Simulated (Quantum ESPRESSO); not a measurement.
# Ge (Fd-3m) in Quantum ESPRESSO: settings compared

Aim: see how the results for Ge move with the level of theory and the settings. Levels: PBE, LDA, vdW-DF-cx, RPBE. Tasks: Wannier functions, phonons.

Program: Quantum ESPRESSO 7.5. These are calculated values, not measurements. Logs are shortened: lines on timing, memory, paths and dates and some standing lists are left out, and cuts for length are marked.

**Experimental background.**

From “Electronic and optical properties of SixGe1-x-ySny alloys lattice-matched to Ge”, 2021, arxiv:2109.02782, for a bulk crystal of Ge: band gap 0.666 eV (indirect) at 293 K; band gap 0.807 eV (direct) at 300 K.

“Temperature-dependent photoluminescence in Ge: experiment and theory”, 2020, arxiv:2003.00143 reports, for a bulk crystal of Ge at 0 K: band gap 0.744 eV (indirect).

The results are compared with them further down.

### 1 The structure

It takes space group Fd-3m (No. 227, cubic). Conventional cell: a = 5.658 Å, b = 5.658 Å, c = 5.658 Å, α = 90.00°, β = 90.00°, γ = 90.00°. Around Ge (site symmetry -43m) lie 4 Ge at 2.45 Å.

### 2 Wannier functions, PBE

pw.in reads:

```
&CONTROL
  calculation = 'scf'
  prefix = 'pwscf'
  outdir = './tmp'
  pseudo_dir = './pseudo'
  tprnfor = .true.
  tstress = .true.
  disk_io = 'low'
/
&SYSTEM
  ibrav = 0
  nat = 2
  ntyp = 1
  ecutwfc = 36
  ecutrho = 216
  nbnd = 21
  occupations = 'smearing'
  smearing = 'fd'
  degauss = 0.00367493
/
&ELECTRONS
  conv_thr = 4d-10
  electron_maxstep = 120
  mixing_beta = 0.2
/
ATOMIC_SPECIES
Ge    72.6300 Ge.GGA_PBE-JTH.UPF
CELL_PARAMETERS bohr
   0.0000000000    5.3458651312    5.3458651312
   5.3458651312    0.0000000000    5.3458651312
   5.3458651312    5.3458651312    0.0000000000
ATOMIC_POSITIONS bohr
Ge     8.0187976968    8.0187976968    8.0187976968
Ge     5.3458651312    5.3458651312    5.3458651312
K_POINTS automatic
6 6 6 0 0 0
```

nscf.in reads:

```
&CONTROL
  calculation = 'nscf'
  prefix = 'pwscf'
  outdir = './tmp'
  pseudo_dir = './pseudo'
  disk_io = 'low'
/
&SYSTEM
  ibrav = 0
  nat = 2
  ntyp = 1
  ecutwfc = 36
  ecutrho = 216
  nbnd = 26
  occupations = 'smearing'
  smearing = 'fd'
  degauss = 0.00367493
  nosym = .true.
  noinv = .true.
/
&ELECTRONS
  conv_thr = 1d-09
  electron_maxstep = 120
  mixing_beta = 0.2
  diago_full_acc = .true.
/
ATOMIC_SPECIES
Ge    72.6300 Ge.GGA_PBE-JTH.UPF
CELL_PARAMETERS bohr
   0.0000000000    5.3458651312    5.3458651312
   5.3458651312    0.0000000000    5.3458651312
   5.3458651312    5.3458651312    0.0000000000
ATOMIC_POSITIONS bohr
Ge     8.0187976968    8.0187976968    8.0187976968
Ge     5.3458651312    5.3458651312    5.3458651312
K_POINTS crystal
125
  0.00000000   0.00000000   0.00000000 8.00000000e-03
  0.00000000   0.00000000   0.20000000 8.00000000e-03
  0.00000000   0.00000000   0.40000000 8.00000000e-03
  0.00000000   0.00000000   0.60000000 8.00000000e-03
  0.00000000   0.00000000   0.80000000 8.00000000e-03
  0.00000000   0.20000000   0.00000000 8.00000000e-03
[... 117 lines left out ...]
  0.80000000   0.80000000   0.60000000 8.00000000e-03
  0.80000000   0.80000000   0.80000000 8.00000000e-03
```

pw2wan.in reads:

```
&INPUTPP
  prefix = 'pwscf'
  outdir = './tmp'
  seedname = 'w'
  write_mmn = .true.
  write_amn = .true.
  scdm_proj = .true.
  scdm_entanglement = 'erfc'
  scdm_mu = 12.63
  scdm_sigma = 1
/
```

bands.in reads:

```
&CONTROL
  calculation = 'bands'
  prefix = 'pwscf'
  outdir = './tmp'
  pseudo_dir = './pseudo'
  disk_io = 'low'
/
&SYSTEM
  ibrav = 0
  nat = 2
  ntyp = 1
  ecutwfc = 36
  ecutrho = 216
  nbnd = 26
  occupations = 'smearing'
  smearing = 'fd'
  degauss = 0.00367493
/
&ELECTRONS
  conv_thr = 1d-08
  electron_maxstep = 120
  mixing_beta = 0.2
  diago_full_acc = .true.
/
ATOMIC_SPECIES
Ge    72.6300 Ge.GGA_PBE-JTH.UPF
CELL_PARAMETERS bohr
   0.0000000000    5.3458651312    5.3458651312
   5.3458651312    0.0000000000    5.3458651312
   5.3458651312    5.3458651312    0.0000000000
ATOMIC_POSITIONS bohr
Ge     8.0187976968    8.0187976968    8.0187976968
Ge     5.3458651312    5.3458651312    5.3458651312
K_POINTS crystal
77
  0.00000000   0.00000000   0.00000000 1
  0.04166700   0.00000000   0.04166700 1
  0.08333300   0.00000000   0.08333300 1
  0.12500000   0.00000000   0.12500000 1
  0.16666700   0.00000000   0.16666700 1
  0.20833300   0.00000000   0.20833300 1
[... 69 lines left out ...]
  0.53125000   0.06250000   0.53125000 1
  0.50000000   0.00000000   0.50000000 1
```

w.win reads:

```
num_wann = 8
num_bands = 16
auto_projections = true
dis_num_iter = 0
num_iter = 400
conv_tol = 1.0d-9
conv_window = 4
num_print_cycles = 40
fermi_energy = 10.6308
bands_plot = true
write_hr = true
mp_grid = 5 5 5
exclude_bands = 1-10
begin unit_cell_cart
ang
  0.0000000000   2.8289100000   2.8289100000
  2.8289100000   0.0000000000   2.8289100000
  2.8289100000   2.8289100000   0.0000000000
end unit_cell_cart
begin atoms_frac
Ge   0.7500000000   0.7500000000   0.7500000000
Ge   0.5000000000   0.5000000000   0.5000000000
end atoms_frac
begin kpoint_path
G   0.0000000000   0.0000000000   0.0000000000  X   0.5000000000   0.0000000000   0.5000000000
X   0.5000000000   0.0000000000   0.5000000000  W   0.5000000000   0.2500000000   0.7500000000
W   0.5000000000   0.2500000000   0.7500000000  K   0.3750000000   0.3750000000   0.7500000000
K   0.3750000000   0.3750000000   0.7500000000  G   0.0000000000   0.0000000000   0.0000000000
G   0.0000000000   0.0000000000   0.0000000000  L   0.5000000000   0.5000000000   0.5000000000
L   0.5000000000   0.5000000000   0.5000000000  U   0.6250000000   0.2500000000   0.6250000000
U   0.6250000000   0.2500000000   0.6250000000  W   0.5000000000   0.2500000000   0.7500000000
W   0.5000000000   0.2500000000   0.7500000000  L   0.5000000000   0.5000000000   0.5000000000
L   0.5000000000   0.5000000000   0.5000000000  K   0.3750000000   0.3750000000   0.7500000000
U   0.6250000000   0.2500000000   0.6250000000  X   0.5000000000   0.0000000000   0.5000000000
end kpoint_path
bands_num_points = 12
begin kpoints
  0.00000000   0.00000000   0.00000000
  0.00000000   0.00000000   0.20000000
  0.00000000   0.00000000   0.40000000
  0.00000000   0.00000000   0.60000000
  0.00000000   0.00000000   0.80000000
  0.00000000   0.20000000   0.00000000
[... 117 lines left out ...]
  0.80000000   0.80000000   0.60000000
  0.80000000   0.80000000   0.80000000
end kpoints
```

Potentials or basis: JTH 2.0 PBE.

Started as:

```bash
$ OMP_NUM_THREADS=1 pw.x -in pw.in > pw.out
$ OMP_NUM_THREADS=1 pw.x -in nscf.in > nscf.out
$ wannier90.x -pp w
$ OMP_NUM_THREADS=1 pw2wannier90.x -in pw2wan.in > pw2wan.out
$ wannier90.x w
$ OMP_NUM_THREADS=1 pw.x -in bands.in > bands.out
```

pw.out:

```text
This program is part of the open-source Quantum ESPRESSO suite
     for quantum simulation of materials; please cite
         "P. Giannozzi et al., J. Phys.:Condens. Matter 21 395502 (2009);
         "P. Giannozzi et al., J. Phys.:Condens. Matter 29 465901 (2017);
         "P. Giannozzi et al., J. Chem. Phys. 152 154105 (2020);
     in publications or presentations arising from this work. More details at

     file Ge.GGA_PBE-JTH.UPF: wavefunction(s)  4S 0S 4P 0P 3D 0D renormalized
     Message from routine setup:
     using ibrav=0 with symmetry is DISCOURAGED, use correct ibrav instead

     G-vector sticks info
     --------------------
     sticks:   dense  smooth     PW     G-vecs:    dense   smooth      PW
     Sum         847     571    187                16361     8873    1591

     Using Slab Decomposition

     bravais-lattice index     =            0
     lattice parameter (alat)  =       7.5602  a.u.
     unit-cell volume          =     305.5512 (a.u.)^3
     number of atoms/cell      =            2
     number of atomic types    =            1
     number of electrons       =        28.00
     number of Kohn-Sham states=           21
     kinetic-energy cutoff     =      36.0000  Ry
     charge density cutoff     =     216.0000  Ry
     scf convergence threshold =      4.0E-10
     mixing beta               =       0.2000
     number of iterations used =            8  plain     mixing
     Exchange-correlation= SLA PW PBX PBC
                           (   1   4   3   4   0   0   0)

     celldm(1)=   7.560195  celldm(2)=   0.000000  celldm(3)=   0.000000
     celldm(4)=   0.000000  celldm(5)=   0.000000  celldm(6)=   0.000000

     crystal axes: (cart. coord. in units of alat)
               a(1) = (   0.000000   0.707107   0.707107 )
               a(2) = (   0.707107   0.000000   0.707107 )
               a(3) = (   0.707107   0.707107   0.000000 )

     reciprocal axes: (cart. coord. in units 2 pi/alat)
               b(1) = ( -0.707107  0.707107  0.707107 )
               b(2) = (  0.707107 -0.707107  0.707107 )
               b(3) = (  0.707107  0.707107 -0.707107 )

     PseudoPot. # 1 for Ge read from file:
     Ge.GGA_PBE-JTH.UPF
     Pseudo is Projector augmented-wave + core cor, Zval = 14.0
     Generated using ATOMPAW code
     Shape of augmentation charge: SINC**2
     Using radial grid of 1054 points,  6 beta functions with:
                l(1) =   0
                l(2) =   0
                l(3) =   1
                l(4) =   1
                l(5) =   2
                l(6) =   2
     Q(r) pseudized with 0 coefficients

     atomic species   valence    mass     pseudopotential
     Ge               14.00    72.63000     Ge( 1.00)

     48 Sym. Ops., with inversion, found (24 have fractional translation)

   Cartesian axes

     site n.     atom                  positions (alat units)
         1        Ge     tau(   1) = (   1.0606602   1.0606602   1.0606602  )
         2        Ge     tau(   2) = (   0.7071068   0.7071068   0.7071068  )

     number of k points=    16  Fermi-Dirac smearing, width (Ry)=  0.0037
                       cart. coord. in units 2pi/alat
        k(    1) = (   0.0000000   0.0000000   0.0000000), wk =   0.0092593
        k(    2) = (   0.1178511   0.1178511  -0.1178511), wk =   0.0740741
        k(    3) = (   0.2357023   0.2357023  -0.2357023), wk =   0.0740741
        k(    4) = (  -0.3535534  -0.3535534   0.3535534), wk =   0.0370370
        k(    5) = (   0.2357023   0.0000000  -0.0000000), wk =   0.0555556
        k(    6) = (   0.3535534   0.1178511  -0.1178511), wk =   0.2222222
[... 8 lines left out ...]
        k(   15) = (  -0.1178511  -0.3535534   0.5892557), wk =   0.2222222
        k(   16) = (  -0.7071068   0.2357023   0.0000000), wk =   0.1111111

     Dense  grid:    16361 G-vectors     FFT dimensions: (  36,  36,  36)

     Smooth grid:     8873 G-vectors     FFT dimensions: (  32,  32,  32)

     Initial potential from superposition of free atoms

     starting charge      27.9985, renormalised to      28.0000
     Starting wfcs are   36 randomized atomic wfcs

     Self-consistent Calculation

     iteration #  1     ecut=    36.00 Ry     beta= 0.20
     Davidson diagonalization with overlap
     ethr =  1.00E-02,  avg # of iterations =  7.7

     Threshold (ethr) on eigenvalues was too large:
     Diagonalizing with lowered threshold

     Davidson diagonalization with overlap
     ethr =  1.19E-04,  avg # of iterations =  7.1

     total energy              =    -631.06992397 Ry
     estimated scf accuracy    <       0.03588529 Ry

     iteration #  2     ecut=    36.00 Ry     beta= 0.20
     Davidson diagonalization with overlap
     ethr =  1.28E-04,  avg # of iterations =  1.0

     total energy              =    -631.06688365 Ry
     estimated scf accuracy    <       0.02223195 Ry

     iteration #  3     ecut=    36.00 Ry     beta= 0.20
     Davidson diagonalization with overlap
     ethr =  7.94E-05,  avg # of iterations =  1.8

     total energy              =    -631.06751173 Ry
     estimated scf accuracy    <       0.00030378 Ry
[... 40 lines left out ...]
     total energy              =    -631.06768634 Ry
     estimated scf accuracy    <          8.0E-09 Ry

     iteration # 10     ecut=    36.00 Ry     beta= 0.20
     Davidson diagonalization with overlap
     ethr =  2.87E-11,  avg # of iterations =  3.0

     total energy              =    -631.06768631 Ry
     estimated scf accuracy    <       0.00000001 Ry

     iteration # 11     ecut=    36.00 Ry     beta= 0.20
     Davidson diagonalization with overlap
     ethr =  2.87E-11,  avg # of iterations =  3.0

     End of self-consistent calculation

          k = 0.0000 0.0000 0.0000 (  1139 PWs)   bands (ev):

   -14.2090 -14.2090 -14.2090 -14.1714 -14.1714 -13.9605 -13.9605 -13.9605
   -13.9475 -13.9475  -2.1993  10.5853  10.5954  10.5954  10.5954  13.1464
    13.1464  13.1464  17.0083  20.1152  20.1152

          k = 0.1179 0.1179-0.1179 (  1122 PWs)   bands (ev):

   -14.2205 -14.2205 -14.2044 -14.1542 -14.1542 -13.9776 -13.9776 -13.9656
   -13.9329 -13.9329  -1.8629   7.4110  10.0688  10.0688  11.5313  13.8410
    13.8410  14.7481  18.4056  18.9765  18.9765

          k = 0.2357 0.2357-0.2357 (  1107 PWs)   bands (ev):

   -14.2305 -14.2305 -14.1953 -14.1350 -14.1350 -13.9916 -13.9916 -13.9760
   -13.9225 -13.9225  -0.9297   4.4876   9.4183   9.4183  10.9875  14.3802
    14.3802  17.6187  18.4461  19.5931  19.5931

          k =-0.3536-0.3536 0.3536 (  1104 PWs)   bands (ev):

   -14.2327 -14.2327 -14.1908 -14.1297 -14.1297 -13.9947 -13.9947 -13.9813
   -13.9198 -13.9198  -0.1074   2.9745   9.1780   9.1780  10.7620  14.3527
    14.3527  17.7200  21.1577  21.6438  21.8176

          k = 0.2357 0.0000-0.0000 (  1130 PWs)   bands (ev):

   -14.2182 -14.2182 -14.2174 -14.1557 -14.1343 -14.0115 -13.9616 -13.9461
   -13.9461 -13.9304  -1.7474   7.4044   9.2976   9.2976  12.1748  13.3122
    15.0063  15.0063  17.4926  18.9903  20.5834

          k = 0.3536 0.1179-0.1179 (  1105 PWs)   bands (ev):

   -14.2382 -14.2283 -14.1977 -14.1351 -14.1087 -14.0369 -13.9832 -13.9593
   -13.9281 -13.9147  -0.9909   5.1596   8.2965   8.6812  12.3654  13.6944
    15.5520  15.8823  19.0692  20.3184  20.9017

          k =-0.2357-0.4714 0.4714 (  1115 PWs)   bands (ev):

   -14.2495 -14.2363 -14.1741 -14.1161 -14.1079 -14.0318 -14.0052 -13.9861
   -13.9153 -13.9026   0.0670   3.1735   7.4636   8.6127  12.2059  14.3843
    15.5824  17.0167  19.8467  21.6105  21.8426

          k =-0.1179-0.3536 0.3536 (  1120 PWs)   bands (ev):

   -14.2460 -14.2397 -14.1702 -14.1280 -14.1085 -14.0183 -14.0023 -13.9950
   -13.9106 -13.9080  -0.2665   3.7115   7.2584   9.1022  12.3356  14.6553
    15.0494  17.3339  18.9665  19.7298  21.6175

          k = 0.0000-0.2357 0.2357 (  1111 PWs)   bands (ev):

   -14.2342 -14.2296 -14.1921 -14.1449 -14.1271 -14.0054 -13.9912 -13.9626
   -13.9303 -13.9163  -1.3166   5.8649   8.0382   9.8938  12.5089  14.1570
    14.3791  15.7287  17.9499  19.9573  19.9790

          k = 0.4714 0.0000-0.0000 (  1110 PWs)   bands (ev):

   -14.2348 -14.2348 -14.2034 -14.1131 -14.0859 -14.0680 -14.0010 -13.9481
   -13.9185 -13.9185  -0.4189   4.3802   7.9736   7.9736  11.2601  12.5625
    17.9170  17.9170  19.0469  21.9959  22.4309

          k =-0.1179-0.5893 0.5893 (  1114 PWs)   bands (ev):

   -14.2520 -14.2409 -14.1694 -14.1047 -14.0870 -14.0477 -14.0284 -13.9847
   -13.9085 -13.8983   0.6522   2.8842   6.8401   7.8147  11.6471  13.2653
    17.6157  18.2198  20.9944  22.2763  22.5649

          k =-0.0000-0.4714 0.4714 (  1125 PWs)   bands (ev):

   -14.2603 -14.2436 -14.1539 -14.0834 -14.0771 -14.0638 -14.0437 -14.0005
   -13.9053 -13.8905   0.7856   2.7399   6.1261   8.2675  12.0357  16.3484
    16.9735  17.0386  17.8114  19.5575  24.1423

          k =-0.7071 0.0000 0.0000 (  1106 PWs)   bands (ev):

   -14.2423 -14.2423 -14.1563 -14.1563 -14.0562 -14.0562 -13.9993 -13.9993
   -13.9056 -13.9056   1.6890   1.6890   7.5012   7.5012  11.3527  11.3527
    20.0883  20.0883  22.1803  22.1803  23.4527

          k =-0.2357-0.4714 0.7071 (  1109 PWs)   bands (ev):

   -14.2477 -14.2447 -14.1691 -14.1144 -14.0804 -14.0641 -14.0054 -13.9876
   -13.9061 -13.9049  -0.0781   3.8127   6.8866   8.1380  13.3918  13.7717
    14.9690  17.6782  19.8877  20.5414  22.9889

          k =-0.1179-0.3536 0.5893 (  1110 PWs)   bands (ev):

   -14.2578 -14.2475 -14.1470 -14.0964 -14.0739 -14.0659 -14.0321 -14.0057
   -13.9023 -13.8928   0.7907   2.7092   6.4340   7.7011  13.6099  14.2259
    16.6598  16.6957  18.6932  22.3911  22.5144

          k =-0.7071 0.2357 0.0000 (  1126 PWs)   bands (ev):

   -14.2532 -14.2532 -14.1266 -14.1266 -14.0602 -14.0602 -14.0241 -14.0241
   -13.8961 -13.8961   1.7616   1.7616   6.8470   6.8470  13.2981  13.2981
    17.1694  17.1694  21.6338  21.6338  23.5383

     the Fermi energy is    10.6308 ev

!    total energy              =    -631.06768633 Ry
     total all-electron energy =      -631.067686 Ry
     estimated scf accuracy    <          2.3E-10 Ry
     smearing contrib. (-TS)   =      -0.00012067 Ry
     internal energy E=F+TS    =    -631.06756566 Ry

     The total energy is F=E-TS. E is the sum of the following terms:
     one-electron contribution =    -289.35016377 Ry
     hartree contribution      =      88.95545317 Ry
     xc contribution           =     -35.50563277 Ry
     ewald contribution        =    -197.50075824 Ry
     one-center paw contrib.   =    -197.66646406 Ry

     convergence has been achieved in  11 iterations

     Forces acting on atoms (cartesian axes, Ry/au):

     atom    1 type  1   force =     0.00000000   -0.00000000   -0.00000000
     atom    2 type  1   force =    -0.00000000    0.00000000    0.00000000

     Total force =     0.000000     Total SCF correction =     0.000000

     Computing stress (Cartesian axis) and pressure

          total   stress  (Ry/bohr**3)                   (kbar)     P=       35.15
   0.00023896   0.00000000   0.00000000           35.15        0.00        0.00
   0.00000000   0.00023896   0.00000000            0.00       35.15        0.00
   0.00000000   0.00000000   0.00023896            0.00        0.00       35.15

=------------------------------------------------------------------------------=
   JOB DONE.
=------------------------------------------------------------------------------=
```

Wall time 80 s (1 thread of Intel Xeon 6975P-C (Granite Rapids), shared host); peak memory 0.09 GiB.

Results:

| Item | Value |
| --- | --- |
| Free energy | -8586.1133 eV |
| Band gap on the k mesh | none (metal or under the smearing width) |
| Total Wannier spread | 20.28 Å² over 8 functions |
| RMS miss of the Wannier bands | 0.064 eV |

Levels at the corners of the path, in eV from the Fermi level:
| point | band 10 | band 11 | band 12 | band 13 | band 14 | band 15 | band 16 | band 17 | band 18 | band 19 |
| --- | --- | --- | --- | --- | --- | --- | --- | --- | --- | --- |
| Γ | -24.58 | -12.83 | -0.05 | -0.04 | -0.04 | -0.04 | 2.52 | 2.52 | 2.52 | 6.38 |
| X | -24.54 | -8.94 | -8.94 | -3.13 | -3.13 | 0.72 | 0.72 | 9.46 | 9.46 | 11.55 |
| W | -24.52 | -8.84 | -8.84 | -3.96 | -3.96 | 4.28 | 4.28 | 4.70 | 4.70 | 11.00 |
| K | -24.52 | -9.41 | -8.35 | -4.39 | -2.69 | 1.13 | 4.05 | 7.16 | 7.34 | 8.17 |
| Γ | -24.58 | -12.83 | -0.05 | -0.04 | -0.04 | -0.04 | 2.52 | 2.52 | 2.52 | 6.38 |
| L | -24.55 | -10.74 | -7.66 | -1.45 | -1.45 | 0.13 | 3.72 | 3.72 | 7.09 | 10.53 |
| U | -24.52 | -9.41 | -8.35 | -4.39 | -2.69 | 1.13 | 4.05 | 7.16 | 7.34 | 8.17 |
| W | -24.52 | -8.84 | -8.84 | -3.96 | -3.96 | 4.28 | 4.28 | 4.70 | 4.70 | 11.00 |
| L | -24.55 | -10.74 | -7.66 | -1.45 | -1.45 | 0.13 | 3.72 | 3.72 | 7.09 | 10.53 |
| K | -24.52 | -9.41 | -8.35 | -4.39 | -2.69 | 1.13 | 4.05 | 7.16 | 7.34 | 8.17 |
| U | -24.52 | -9.41 | -8.35 | -4.39 | -2.69 | 1.13 | 4.05 | 7.16 | 7.34 | 8.17 |
| X | -24.54 | -8.94 | -8.94 | -3.13 | -3.13 | 0.72 | 0.72 | 9.46 | 9.46 | 11.55 |

Wannier functions:
```tsv
function	nearest atom	distance (Å)	spread (Å²)	on-site energy from the reference level (eV)
1	1 Ge	0.77	2.54	-0.74
2	2 Ge	0.77	2.54	-0.74
3	1 Ge	0.77	2.54	-0.74
4	2 Ge	0.77	2.54	-0.74
5	2 Ge	0.77	2.54	-0.74
6	2 Ge	0.77	2.54	-0.74
7	1 Ge	0.77	2.54	-0.74
8	1 Ge	0.77	2.54	-0.74
```

Parts of the spread (Å²): invariant 15.89, diagonal 0.223, off-diagonal 4.17, total 20.28. Against the direct bands the interpolation misses by 64 meV (root mean square) and 240 meV at most, for states up to 1 eV over the reference level.

Caveat: the k mesh is coarse; the cutoff is too short for stress, so the log's stress isn't used; the cutoff is low for these files, which shifts pressure and relaxed volume; the cutoff lies well under what these potentials need, so the values aren't converged.

(Part 1 of 3 ends here.)
